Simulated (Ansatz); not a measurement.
**BAs: convergence with LAPW's basis error target**

The task here is to estimate one member of a computed series from the others.

Method: DFT, PBE, all-electron LAPW, scalar-relativistic, in Ansatz 0.2.0.

1 further run of the same task is left out (set aside as unsound or not needed).

## The starting structure

It takes space group Fm-3m (No. 225, cubic). The conventional cell has a = 4.614 Å, b = 4.614 Å, c = 4.614 Å, α = 90.00°, β = 90.00°, γ = 90.00°. B (site symmetry m-3m) is surrounded by 6 As at 2.31 Å. Around As (site symmetry m-3m) lie 6 B at 2.31 Å.

Coordinates:

```cif
data_structure
_symmetry_space_group_name_H-M 'Fm-3m'
_symmetry_Int_Tables_number 225
_cell_length_a 4.6137
_cell_length_b 4.6137
_cell_length_c 4.6137
_cell_angle_alpha 90.000
_cell_angle_beta 90.000
_cell_angle_gamma 90.000
_cell_volume 98.21
loop_
_atom_site_label
_atom_site_type_symbol
_atom_site_symmetry_multiplicity
_atom_site_Wyckoff_symbol
_atom_site_fract_x
_atom_site_fract_y
_atom_site_fract_z
_atom_site_occupancy
B1 B 4 a 0.00000 0.00000 0.00000 1
As1 As 4 b 0.50000 0.00000 0.00000 1
```

The file gives the conventional cell by its symmetry; the runs use the cell typed in the input.

The structure (rocksalt type) was typed from a prototype and relaxed by PAW; whether it is the ground state wasn't tested.

Atoms are numbered in the order of the input: B1, As2.

The first run:

input.yaml reads:

```yaml
crystal:
  lattice:
    - [0.0, 2.306847338, 2.306847338]
    - [2.306847338, 0.0, 2.306847338]
    - [2.306847338, 2.306847338, 0.0]
  atoms:
    - { symbol: B, position: [0.0, 0.0, 0.0] }
    - { symbol: As, position: [0.5, 0.5, 0.5] }
kpoints:
  mp_grid: { grid: [14, 14, 14] }
scf:
  occupations: { method: fermi_dirac, width: 0.05 }
hamiltonian:
  xc: pbe
  pseudopotentials: { kind: all_electron, lapw: { basis_error: 0.03 } }
output:
  forces: true
  stress: true
  eigenvalues: true
```

Among the steps run: With basis error target 0.03 eV/atom; With basis error target 0.01 eV/atom; With basis error target 0.003 eV/atom; With basis error target 0.0001 eV/atom.

One table of the session follows, with a row left open; its other results are not shown here.

It belongs to the step «The sweep in one table». 

| basis error target (eV/atom) | pressure (GPa) |
| --- | --- |
| 0.03 | 0.16 |
| 0.01 | ? |
| 0.003 | 0.02 |
| 0.0001 | 0.00 |

Q: Estimate the row for basis error target (eV/atom) = 0.01 from the others.

Worked estimate for «pressure (GPa)». A straight line through the neighbours (0.03, 0.16) and (0.003, 0.02) gives 0.16 + (0.02 − 0.16) × (0.01 − 0.03) / (0.003 − 0.03) = 0.06; a parabola fitted to 3 rows on both sides gives 0.06.

The run gave: pressure (GPa): 0.04. In «pressure (GPa)» the line misses by +0.02 and the parabola by +0.02.

Energies are those extrapolated to zero smearing.
